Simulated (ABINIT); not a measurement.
# GaP (F-43m) in ABINIT: settings compared, part 2 of 3

ABINIT 10.8.3 (patched build). The steps go on from the part before.

## 3. Single point, PBEsol

run.abi reads:

```
pp_dirpath "./"
pseudos "Ga.GGA_PBE-JTH.xml, P.GGA_PBE-JTH.xml"

acell 3*1.0 Angstrom
rprim
     0.0000000000     2.7252500000     2.7252500000
     2.7252500000     0.0000000000     2.7252500000
     2.7252500000     2.7252500000     0.0000000000
ntypat 2
znucl 31 15
natom 2
typat 1 2
xred
     0.0000000000     0.0000000000     0.0000000000
     0.7500000000     0.7500000000     0.7500000000

ecut 20.0
pawecutdg 40.0

kptopt 1
ngkpt 5 5 5
nshiftk 1
shiftk 0.0 0.0 0.0

ixc -116133

nband 13
occopt 3
tsmear 0.05 eV

nstep 100
tolvrs 1.0e-9

iomode 3
prtwf 0
prtden 0
prteig 0
prtebands 0
prtvol 2
```

Potentials or basis: JTH PAW PBE v2.0.

Launch:

```console
abinit run.abi > log 2>&1
```

run.abo:

```text
.Version 10.8.3 of ABINIT
 Symmetries : space group F-4 3 m (#216); Bravais cF (face-center cubic)
================================================================================
 Values of the parameters that define the memory need of the present run
     intxc =       0    ionmov =       0      iscf =      17    lmnmax =      18
     lnmax =       6     mgfft =      30  mpssoang =       3    mqgrid =    3001
     natom =       2  nloc_mem =       2    nspden =       1   nspinor =       1
    nsppol =       1      nsym =      24    n1xccc =       1    ntypat =       2
    occopt =       3   xclevel =       2
       mpw =        1175          nfft =       27000          nkpt =          10
 PAW method is used; the additional fine FFT grid is defined by:
   mgfftf=        45    nfftf =     91125
================================================================================
================================================================================

--------------------------------------------------------------------------------
------------- Echo of variables that govern the present computation ------------
--------------------------------------------------------------------------------
 -outvars: echo values of preprocessed input variables --------
            acell      1.8897261259E+00  1.8897261259E+00  1.8897261259E+00 Bohr
              amu      6.97230000E+01  3.09737620E+01
             ecut      2.00000000E+01 Hartree
              ixc     -116133
         kptrlatt        5    0    0      0    5    0      0    0    5
          kptrlen      3.64158304E+01
            natom           2
            nband          13
            ngfft          30      30      30
          ngfftdg          45      45      45
             nkpt          10
            nstep         100
             nsym          24
           ntypat           2
           occopt           3
        pawecutdg      4.00000000E+01 Hartree
         pawxcdev           0
           prtden           0
        prtebands           0
           prteig           0
           prtvol           2
            prtwf           0
            rprim      0.0000000000E+00  2.7252500000E+00  2.7252500000E+00
                       2.7252500000E+00  0.0000000000E+00  2.7252500000E+00
                       2.7252500000E+00  2.7252500000E+00  0.0000000000E+00
          spgroup         216
           tolvrs      1.00000000E-09
           tsmear      1.83746611E-03 Hartree
            typat      1  2
           useylm           1
           xangst      0.0000000000E+00  0.0000000000E+00  0.0000000000E+00
                       4.0878750000E+00  4.0878750000E+00  4.0878750000E+00
            xcart      0.0000000000E+00  0.0000000000E+00  0.0000000000E+00
                       7.7249641869E+00  7.7249641869E+00  7.7249641869E+00
             xred      0.0000000000E+00  0.0000000000E+00  0.0000000000E+00
                       7.5000000000E-01  7.5000000000E-01  7.5000000000E-01
            znucl       31.00000   15.00000

================================================================================

 chkinp: Checking input parameters for consistency.

================================================================================
== DATASET  1 ==================================================================

--- !DatasetInfo
iteration_state: {dtset: 1, }
dimensions: {natom: 2, nkpt: 10, mband: 13, nsppol: 1, nspinor: 1, nspden: 1, mpw: 1175, }
cutoff_energies: {ecut:  20.0, pawecutdg:  40.0, }
electrons: {nelect:   1.80000000E+01, charge:   0.00000000E+00, occopt:   3.00000000E+00, tsmear:   1.83746611E-03, }
[... 153 lines left out ...]
    1     -0.00000000000000    -0.00000000000000     0.00000000000000
    2      0.00000000000000     0.00000000000000    -0.00000000000000
 frms,max,avg= 1.6088264E-28 2.5205466E-28   0.000E+00  0.000E+00  0.000E+00 e/A
 length scales=  1.889726125908  1.889726125908  1.889726125908 bohr
              =  1.000000000000  1.000000000000  1.000000000000 angstroms
 Fermi (or HOMO) energy (hartree) =   0.21260   Average Vxc (hartree)=  -0.34891
 Eigenvalues (hartree) for nkpt=  10  k points:
 kpt#   1, nband= 13, wtk=  0.00800, kpt=  0.0000  0.0000  0.0000 (reduced coord)
  -0.34844   -0.34844   -0.34844   -0.34483   -0.34483   -0.27422    0.18626    0.18626
   0.18626    0.25011    0.32626    0.32626    0.32626
      occupation numbers for kpt#   1
   2.00000    2.00000    2.00000    2.00000    2.00000    2.00000    2.00000    2.00000
   2.00000    0.00000    0.00000    0.00000    0.00000
 kpt#   2, nband= 13, wtk=  0.06400, kpt=  0.2000  0.0000  0.0000 (reduced coord)
  -0.34959   -0.34804   -0.34804   -0.34482   -0.34482   -0.25543    0.07484    0.16796
   0.16796    0.26838    0.35205    0.35205    0.38658
      occupation numbers for kpt#   2
   2.00000    2.00000    2.00000    2.00000    2.00000    2.00000    2.00000    2.00000
   2.00000    0.00000    0.00000    0.00000    0.00000
 kpt#   3, nband= 13, wtk=  0.06400, kpt=  0.4000  0.0000  0.0000 (reduced coord)
  -0.35120   -0.34758   -0.34758   -0.34461   -0.34461   -0.20997   -0.03864    0.14750
   0.14750    0.24717    0.35839    0.35839    0.47962
      occupation numbers for kpt#   3
   2.00000    2.00000    2.00000    2.00000    2.00000    2.00000    2.00000    2.00000
[... 28 lines left out ...]
      occupation numbers for kpt#   8
   2.00000    2.00000    2.00000    2.00000    2.00000    2.00000    2.00000    2.00000
   2.00000    0.00000    0.00000    0.00000    0.00000
 kpt#   9, nband= 13, wtk=  0.09600, kpt= -0.4000  0.4000  0.0000 (reduced coord)
  -0.35236   -0.34657   -0.34623   -0.34572   -0.34427   -0.16329   -0.05933    0.04726
   0.09664    0.25596    0.32734    0.50396    0.50776
      occupation numbers for kpt#   9
   2.00000    2.00000    2.00000    2.00000    2.00000    2.00000    2.00000    2.00000
   2.00000    0.00000    0.00000    0.00000    0.00000
 kpt#  10, nband= 13, wtk=  0.19200, kpt= -0.4000  0.4000  0.2000 (reduced coord)
  -0.35193   -0.34706   -0.34642   -0.34539   -0.34447   -0.17456   -0.04426    0.05023
   0.08588    0.33173    0.34943    0.37978    0.49546
      occupation numbers for kpt#  10
   2.00000    2.00000    2.00000    2.00000    2.00000    2.00000    2.00000    2.00000
   2.00000    0.00000    0.00000    0.00000    0.00000
 Total charge density [el/Bohr^3]
)     Maximum=    2.9368E+00  at reduced coord.    0.0000    0.0000    0.0000
)Next maximum=    2.8428E+00  at reduced coord.    0.0000    0.0222    0.9778
)     Minimum=   -1.5103E-02  at reduced coord.    0.7556    0.7556    0.7333
)Next minimum=   -1.5103E-02  at reduced coord.    0.7556    0.7333    0.7556
   Integrated=    1.8000E+01

--- !EnergyTerms
iteration_state     : {dtset: 1, }
comment             : Components of total free energy in Hartree
kinetic             :  7.45096514093383E+00
hartree             :  2.76954851953362E+01
xc                  : -3.85028345259982E+00
Ewald energy        : -4.82388119106609E+01
psp_core            :  1.58548868667935E+00
local_psp           : -7.21143383327828E+01
PAW spherical_terms :  1.72637627362623E+00
internal            : -8.57451183994679E+01
'-kT*entropy'       : -1.65562225558406E-09
total_energy        : -8.57451184011236E+01
total_energy_eV     : -2.33324353552035E+03
...

--- !EnergyTermsDC
iteration_state     : {dtset: 1, }
comment             : '"Double-counting" decomposition of free energy'
band_energy         : -3.48998496645723E+00
Ewald energy        : -4.82388119106609E+01
psp_core            :  1.58548868667935E+00
xc_dc               : -2.70958460500362E+01
PAW spherical_terms : -8.50596597450709E+00
internal            : -8.57451202149821E+01
'-kT*entropy'       : -1.65562225558406E-09
total_energy_dc     : -8.57451202166377E+01
total_energy_dc_eV  : -2.33324358492300E+03
...

--- !EnergyTermsWithPAWCore
iteration_state     : {dtset: 1, }
comment             : 'Components of total free energy, including PAW core contributions'
Total energy        : -2.28413433634472E+03
Total energy DC     : -2.28413433816023E+03
Total energy (eV)   : -6.21544616639837E+04
Total energy DC (eV): -6.21544617133863E+04
...

 Cartesian components of stress tensor (hartree/bohr^3)
  sigma(1 1)=  1.07067527E-05  sigma(3 2)=  0.00000000E+00
  sigma(2 2)=  1.07067527E-05  sigma(3 1)=  0.00000000E+00
  sigma(3 3)=  1.07067527E-05  sigma(2 1)=  0.00000000E+00

-Cartesian components of stress tensor (GPa)         [Pressure= -3.1500E-01 GPa]
- sigma(1 1)=  3.15003539E-01  sigma(3 2)=  0.00000000E+00
- sigma(2 2)=  3.15003539E-01  sigma(3 1)=  0.00000000E+00
- sigma(3 3)=  3.15003539E-01  sigma(2 1)=  0.00000000E+00

== END DATASET(S) ==============================================================
================================================================================

 -outvars: echo values of variables after computation  --------
            acell      1.8897261259E+00  1.8897261259E+00  1.8897261259E+00 Bohr
           etotal     -8.5745120217E+01
            fcart     -1.6338942393E-30 -1.6338942393E-30  4.9016827178E-30
                       1.6338942393E-30  1.6338942393E-30 -4.9016827178E-30
            rprim      0.0000000000E+00  2.7252500000E+00  2.7252500000E+00
                       2.7252500000E+00  0.0000000000E+00  2.7252500000E+00
                       2.7252500000E+00  2.7252500000E+00  0.0000000000E+00
           strten      1.0706752661E-05  1.0706752661E-05  1.0706752661E-05
                       0.0000000000E+00  0.0000000000E+00  0.0000000000E+00
           xangst      0.0000000000E+00  0.0000000000E+00  0.0000000000E+00
                       4.0878750000E+00  4.0878750000E+00  4.0878750000E+00
             xred      0.0000000000E+00  0.0000000000E+00  0.0000000000E+00
                       7.5000000000E-01  7.5000000000E-01  7.5000000000E-01
 Calculation completed.
```

Run time: 10 s. Hardware: 1 thread of Arm Neoverse V1, shared host; peak memory 0.11 GiB.

Results:

| Property | Result |
| --- | --- |
| Free energy | -2333.2436 eV |
| Pressure | -0.3 GPa |
| Band gap on the k mesh | 1.47 eV, indirect (least direct gap 1.74 eV) |
| Valence electrons inside the program's atomic spheres | Ga 11.07; P 1.58 |

Levels at points of the mesh, in eV from the valence-band top:
```
           k point  band 7  band 8  band 9  band 10  band 11  band 12
(0.00, 0.00, 0.00)    0.00    0.00    0.00     1.74     3.81     3.81
```

Caveat: the PAW data sets were made with another functional, which shifts forces and pressure a little; an odd mesh through Γ misses points on the zone boundary, where band edges often lie.

(Part 2 of 3 ends here.)
